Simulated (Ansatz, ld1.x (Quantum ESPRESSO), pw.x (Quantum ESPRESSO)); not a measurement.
**Equation-of-state test of one PAW potential (Fe (Z = 26))**

- Element: iron
- Generator: ld1.x (Quantum ESPRESSO) 7.5
- Type: PAW
- Functional: LDA (PW92)
- Relativity: scalar-relativistic
- Frozen core: [Ne] 3s2
- Valence charge: 14
- Reference configuration: 3p6 3d6 4s1 4p0 (charge +1)
- Partial waves: 4s (bound): rcut 2.15, rcutus 2.50 bohr; 4s channel at 0.95 Ry: rcut 2.15, rcutus 2.50 bohr; 3p (bound): rcut 1.30, rcutus 1.60 bohr; 4p (bound, empty): rcut 1.30, rcutus 1.60 bohr; 3d (bound): rcut 1.75, rcutus 2.05 bohr; 3d channel at -0.8 Ry: rcut 1.75, rcutus 2.05 bohr
- Local potential: all-electron potential smoothed inside 2.20 bohr (lloc = -1)
- Core correction: Bessel-smoothed model core, default radius (core density twice the valence density)
- Augmentation charge: BESSEL, radius 1.30 bohr

Atomic tests: cutoffs needed: 35 Ry and 60 Ry (the cutoffs (Ry, on a coarse ladder) from which the occupation-weighted sum of valence levels, in a spherical-Bessel basis at the reference potential, stays within 10 and 1 mRy of its value at 400 Ry); ghost test: no extra level below or beside the all-electron valence levels (s, p, d, f tested) (spherical-Bessel basis up to 400 Ry, 20 bohr box); configuration tests: test run stopped at test 4 of 9 (negative rho), 1 before it not solved.

Crystal test: fcc Fe in pw.x 7.5, no spin, 17³ k-points, Fermi–Dirac smearing 0.01 Ry, cutoffs 75/600 Ry. The lattice is a test structure that the element need not adopt, and mesh and smearing are coarse. Spin polarisation and strong correlation are left out, which matters for this element.

pw.x input:

```
&control
  calculation='scf', prefix='x', pseudo_dir='./', outdir='./tmp', tstress=.true., disk_io='none'
/
&system
  ibrav=0, nat=1, ntyp=1, ecutwfc=75, ecutrho=600, nbnd=15,
  occupations='smearing', smearing='fd', degauss=0.01
/
&electrons
  conv_thr=1e-09, mixing_beta=0.4, electron_maxstep=70
/
ATOMIC_SPECIES
Fe 1.0 Fe.UPF
CELL_PARAMETERS angstrom
  0.00000000 1.68739231 1.68739231
  1.68739231 0.00000000 1.68739231
  1.68739231 1.68739231 0.00000000
ATOMIC_POSITIONS crystal
Fe 0.0000 0.0000 0.0000
K_POINTS automatic
17 17 17 0 0 0
```

```bash
pw.x < Fe.scf.in > Fe.scf.out
```

Problem. How does the run end?

Solution. It converges; the pressure is -4.21 GPa against 0.65 GPa from all-electron LAPW. The largest radius (2.50 bohr) exceeds half the bond length (2.25 bohr), so the spheres overlap, which is one possible source of error among others. Atomic configuration tests: test run stopped at test 4 of 9 (negative rho), 1 before it not solved. The log shows:

```
     Exchange-correlation= SLA  PW   NOGX NOGC
     number of k points=   165  Fermi-Dirac smearing, width (Ry)=  0.0100
     iteration #  1     ecut=    75.00 Ry     beta= 0.40
     total energy              =    -259.49985476 Ry
     estimated scf accuracy    <       4.30499377 Ry
     iteration #  2     ecut=    75.00 Ry     beta= 0.40
     total energy              =    -260.63653330 Ry
     estimated scf accuracy    <       0.40197273 Ry
     iteration #  3     ecut=    75.00 Ry     beta= 0.40
     total energy              =    -260.73390720 Ry
     estimated scf accuracy    <       0.00179012 Ry
     iteration #  4     ecut=    75.00 Ry     beta= 0.40
     total energy              =    -260.74542561 Ry
     estimated scf accuracy    <       0.00853590 Ry
     [... 3 iterations left out ...]
     iteration #  8     ecut=    75.00 Ry     beta= 0.40
     total energy              =    -260.74585940 Ry
     estimated scf accuracy    <       0.00000043 Ry
     iteration #  9     ecut=    75.00 Ry     beta= 0.40
     total energy              =    -260.74585943 Ry
     estimated scf accuracy    <       0.00000011 Ry
     iteration # 10     ecut=    75.00 Ry     beta= 0.40
     total energy              =    -260.74585944 Ry
     estimated scf accuracy    <       0.00000002 Ry
     iteration # 11     ecut=    75.00 Ry     beta= 0.40
     the Fermi energy is    20.0306 ev
!    total energy              =    -260.74585945 Ry
     estimated scf accuracy    <          1.7E-10 Ry
     smearing contrib. (-TS)   =      -0.00714431 Ry
     The total energy is F=E-TS. E is the sum of the following terms:
     one-electron contribution =     -53.59476632 Ry
     hartree contribution      =      44.90388040 Ry
     xc contribution           =     -62.89944194 Ry
     ewald contribution        =    -140.90857355 Ry
     one-center paw contrib.   =     -48.23981374 Ry
     convergence has been achieved in  11 iterations
          total   stress  (Ry/bohr**3)                   (kbar)     P=      -42.07
     Message from routine punch:
     Nothing written, as per user request (disk_io='none')
```
